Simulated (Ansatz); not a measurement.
Ni3Ge: how the free axis answers a strain

Ni3Ge, Pm-3m, a = 3.525 Å. The structure is a Materials Project entry; whether it is the stable form wasn't checked. Ansatz: PBEsol, PAW, 420 eV, Γ-centred 14×14×14 mesh on 4 atoms, Gaussian smearing 0.10 eV; no spin polarisation. Series: biaxial strain in the a-b plane, c and atoms relaxed; x is the strain in per cent. y is the change of c in per cent of 3.525 Å.

```
x (%) y (%)
 -4.5   4.63
 -3.0   3.13
 -1.5   1.59
  0.0   0.00
  1.5  -1.62
  3.0      ?
  4.5  -5.06
```

Task: Fit y = c1 x + c2 x² to the other rows, say what c1 measures, and predict the missing y.

Result: Least squares on the rows shown. y = −1.076 x − 0.01059 x². With no stress along c, c1 = −2C12/C11 = -1.076. At x = 3.0 the fit asked for gives -3.32 %. The run gave -3.29 %, so the fit is 0.03 % too low, a small miss on the scale of the series.

Cost: 7 runs of about 11 core-minutes in all, on AMD EPYC 7R43 (Zen 3) (shared hosts).